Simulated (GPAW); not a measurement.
Runs of GPAW 26.7.0 on BeS. The structure is cubic, space group F-43m (No. 216). Conventional cell: a = 4.850 Å, b = 4.850 Å, c = 4.850 Å, α = 90.00°, β = 90.00°, γ = 90.00°. Around S (site symmetry -43m) lie 4 Be at 2.10 Å. Around Be (site symmetry -43m) lie 4 S at 2.10 Å. 

| task | level | potentials or basis | band path | band points | gap on the mesh (eV) | V0 of scaled cells (Å³/atom) | B0 (GPa) |
| --- | --- | --- | --- | --- | --- | --- | --- |
| equation of state | WC | PAW data sets generated in the run's folder for this functional, pw | - | - | - | (b) | 97 |
| equation of state | BP86+D4 | PAW data sets generated in the run's folder for this functional, pw | - | - | - | 13.97 | 100 |
| band structure | AM05 | PAW data sets generated in the run's folder for this functional, pw | GXWKGLUWLK,UX | 60 | 3.09 | - | - |
| band structure | vdW-DF | GPAW PAW data sets (gpaw-data 1.2.1), pw | GXWKGLUWLK,UX | 100 | (a) | - | - |

Alike in all rows: no spin polarisation; cell as given; k mesh 9 × 9 × 9; cutoff (eV) 800; smearing fermi-dirac 0.05 eV.

Question: Fill in the values left out.

Answer: (a) 3.52; (b) 14.18.

Caveats: the mesh misses the band edges, which the band path finds closer together (some runs); the PAW data sets were made with another functional, which shifts forces and pressure a little (some runs).
